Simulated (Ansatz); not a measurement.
The cell is SrO (rocksalt); cell and atoms were relaxed with r2SCAN. Space group Fm-3m (No. 225), cubic; a = 5.160 Å in the conventional setting, 17.17 Å³ an atom. Around Sr lie 6 O at 2.58 Å; around O lie 6 Sr at 2.58 Å.

```xyz
2
Lattice="0.0000 2.5799 2.5799 2.5799 0.0000 2.5799 2.5799 2.5799 0.0000" Properties=species:S:1:pos:R:3 pbc="T T T"
Sr    0.0000    0.0000    0.0000
O     2.5799    2.5799    2.5799
```

3 runs of the PAW code Ansatz on this cell differ in the functional (and in the settings that go with it). Levels are in eV from each run's valence top; v1 is the last filled band, c1 the first empty one.

Run A, mean stress -0.4 GPa (compression positive):
```
point      v5     v3     v1    c1     c2     c3
    Γ  -14.63   0.00   0.00  6.12   8.66   8.66
    X  -15.01  -0.49  -0.10  5.53  10.29  12.76
    U  -14.90  -0.99  -0.51  7.09  10.35  11.28
```

Run B, mean stress 0.0 GPa (compression positive):
```
point      v5     v3     v1    c1    c2     c3
    Γ  -14.41   0.00   0.00  4.59  6.82   6.82
    X  -14.76  -0.42  -0.08  3.80  8.49  10.94
    U  -14.66  -0.90  -0.45  5.31  8.47   9.42
```

Run C, mean stress +1.8 GPa (compression positive):
```
point      v5     v3     v1    c1    c2     c3
    Γ  -13.99   0.00   0.00  3.93  6.24   6.24
    X  -14.35  -0.42  -0.09  3.32  7.77  10.16
    U  -14.25  -0.93  -0.46  4.80  7.87   8.70
```

**Question.** Match the runs to PBE, r2SCAN, PBE0.

**Answer.** A is PBE0, B is r2SCAN, C is PBE. In order of the gap: PBE 3.32, r2SCAN 3.80, PBE0 5.53 eV. The stress vanishes for r2SCAN, which relaxed the cell.

Calculated for a static, non-magnetic cell.

The stress of a hybrid is loosely converged in these runs.

The meshes of the hybrids are coarse, so their gaps aren't converged to the digits shown.
